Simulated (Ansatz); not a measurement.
A calculation with the code Ansatz. Plane-wave DFT: an element X is put into a periodic supercell of the crystal below and the atoms relax. X is one of the candidates, and is told by the neutral defect's formation energy over the elements (uncorrected), its moments where the run had spin, and its relaxed neighbours, eight at most.

```
cell
1.0
     3.2184    0.0000    0.0000
    -1.6092    2.7872    0.0000
     0.0000    0.0000    5.2431
Ga N
2 2
Direct
  0.6667 0.3333 0.4991
  0.3333 0.6667 0.9991
  0.6667 0.3333 0.8759
  0.3333 0.6667 0.3759
```

- host atoms in supercell: 64
- functional: PBE
- wave cutoff: 420 eV
- k mesh: 2, 2, 2
- k shift: 0.5, 0.5, 0.5 mesh steps
- gaussian smearing: 0.02 eV
- start displacement: 0 angstrom
- electrons started on: no chosen atoms
- candidate elements: O, Al, Ca, Ti, Se, Bi
- found formation energy: -1.815 eV
- found largest move from host sites: 0.059 angstrom

| supercell vector | supercell times a (host cell vectors) | supercell times b (host cell vectors) | supercell times c (host cell vectors) |
| --- | --- | --- | --- |
| A | -3 | -2 | -1 |
| B | 3 | 2 | -1 |
| C | 1 | -2 | 1 |

```json
{"change element": "X", "change kind": "on Ga", "change place a (host cell vectors)": "-0.3333", "change place b (host cell vectors)": "-2.6667", "change place c (host cell vectors)": "0.4991"}
```

```
found neighbour element  found neighbour distance (angstrom)
                      N                                1.912
                      N                                1.913
                      N                                1.913
                      N                                1.921
```

Which element is X?

Al.

Caveats: the atoms kept the symmetry of the start, so a distorted state could lie lower; the supercell is small.
